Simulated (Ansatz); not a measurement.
CO$_{2}$: what symmetry allows forces and stress to be

```yaml
crystal:
  lattice:
    - [2.57763, -2.32385, -0.00518]
    - [2.57763, 2.32385, 0.00518]
    - [0.00000, 0.01429, 6.22910]
  atoms:
    - { symbol: C, position: [0.01028, 0.98972, 0.01100] }
    - { symbol: C, position: [0.47910, 0.52090, 0.48556] }
    - { symbol: O, position: [0.78533, 0.21467, 0.88459] }
    - { symbol: O, position: [0.19063, 0.80937, 0.11895] }
    - { symbol: O, position: [0.71669, 0.28331, 0.38986] }
    - { symbol: O, position: [0.31798, 0.68202, 0.61004] }
```

The calculation used DFT PBE, scalar-relativistic, plane waves, PAW in Ansatz.

Settings: cutoff 420 eV, Γ-centred mesh 6×6×4 on the computed 6-atom cell, Gaussian smearing of 0.02 eV; no spin polarisation.

This distorted cell has space group Cm, with 2 operations.

Question: Without a calculation: in which directions can each atom feel a force?

Answer: A force must be left unchanged by every operation that keeps its atom in place, so it lies in the space that those operations leave fixed. Atoms that the group maps onto each other feel forces of one size.
| atom | site symmetry | operations at the site | equivalent to atom | allowed force (Cartesian) |
| --- | --- | --- | --- | --- |
| C1 | m | 2 | 1 | in the plane normal to (1.00, 0.00, 0.00) |
| C2 | m | 2 | 2 | in the plane normal to (1.00, 0.00, 0.00) |
| O3 | m | 2 | 3 | in the plane normal to (1.00, 0.00, 0.00) |
| O4 | m | 2 | 4 | in the plane normal to (1.00, 0.00, 0.00) |
| O5 | m | 2 | 5 | in the plane normal to (1.00, 0.00, 0.00) |
| O6 | m | 2 | 6 | in the plane normal to (1.00, 0.00, 0.00) |

That leaves 12 independent force components of 18, tied by 2 conditions that the forces sum to zero, so 10 remain. A relaxation in this cell that keeps the symmetry moves the atoms in these directions alone.

Question: And the stress tensor?

Answer: It must be invariant under the point group, which leaves 4 independent components: xz, xy vanish.

Question: Do the computed values obey this?

Answer: Yes. Forces (eV/Å):
```
C1    0.000  15.070 -11.591
C2    0.000 -13.041  -8.025
O3    0.000  -6.105   4.551
O4    0.000  -8.940   6.925
O5    0.000   4.967   1.545
O6    0.000   8.049   6.595
```

Stress (GPa, compression positive, xx yy zz yz xz xy): 3.69 7.80 16.40 4.18 0.00 0.00. The program imposes the same operations on density, forces and stress, so this confirms the analysis and is no independent test of the calculation.

The cell holds molecules, and where no dispersion correction was added their binding is poorly described. Some atoms are far too close here, so the PAW spheres overlap strongly and the numbers are rough.

This form isn't the usual stable structure of the compound.